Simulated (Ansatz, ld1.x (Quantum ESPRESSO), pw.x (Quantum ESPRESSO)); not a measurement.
From atom to crystal: TM potential for Tc

* Element: technetium
* Generator: ld1.x (Quantum ESPRESSO) 7.5
* Type: norm-conserving Troullier–Martins (Kleinman–Bylander form)
* Functional: PBE
* Relativity: scalar-relativistic
* Frozen core: [Kr]
* Valence charge: 7
* Reference configuration: 4d5 5s2 5p0
* Partial waves: 5p (bound, empty): rc 3.55 bohr; 4d (bound): rc 1.35 bohr; 5s (bound): rc 2.45 bohr
* Local potential: the s channel
* Core correction: none

Atomic tests: cutoffs needed: 50 Ry and 70 Ry (the cutoffs (Ry, on a coarse ladder) from which the occupation-weighted sum of valence levels, in a spherical-Bessel basis at the reference potential, stays within 10 and 1 mRy of its value at 400 Ry); ghost test: no extra level below or beside the all-electron valence levels (p, d, s, f tested) (spherical-Bessel basis up to 400 Ry, 20 bohr box); largest excitation error: -122 meV (all-electron minus pseudo) for 4d4 5s2 5p1, out of 7 test configurations.

Crystal test: fcc Tc in pw.x 7.5, no spin, 15³ k-points, Fermi–Dirac smearing 0.01 Ry, cutoffs 85/340 Ry. The reference is all-electron LAPW (Ansatz 0.2.0) with the same functional, mesh and smearing; V0 and B0 come from Birch–Murnaghan fits to the pressures at five volumes. Errors are pseudo minus all-electron; Δ is the rms difference of the E(V) curves that follow from these fits, minima aligned, over ±6 % about the mean V0. Mesh and smearing are coarse, so the numbers serve the comparison and aren't converged zero-temperature values; the lattice is a test structure that the element need not adopt.

All-electron: a0 = 3.873 Å (V0 = 14.52 Å³/atom), B0 = 295.3 GPa.

Q: How far does the potential miss the all-electron equation of state?

A: mean pressure error (GPa): +22.26. The pressure does not cross zero within the volumes sampled, so no fit is given. The largest radius (3.55 bohr) exceeds half the bond length (2.59 bohr), so the spheres overlap, which is one possible source of error among others. This is a poor potential for the solid.

| V (Å³/atom) | P all-electron (GPa) | P pseudo (GPa) |
| --- | --- | --- |
| 13.816 | 16.43 | 43.04 |
| 14.179 | 7.40 | 31.60 |
| 14.543 | -0.46 | 21.58 |
| 14.907 | -7.31 | 12.79 |
| 15.270 | -13.27 | 5.10 |

Q: At the middle volume, how do free energy and pressure move when the wave cutoff is lowered (ecutrho kept at four times it)?

A:

```csv
cutoff (Ry),shift of F (meV/atom),shift of P (GPa)
38,+1039.8,-46.23
51,+118.3,-7.43
68,+3.9,-0.47
```

The run at the middle volume (120 k-points, 7 iterations) took about 13 s on one core of a shared host (Intel(R) Xeon(R) 6975P-C, 192 threads, 756 GiB, load 128).
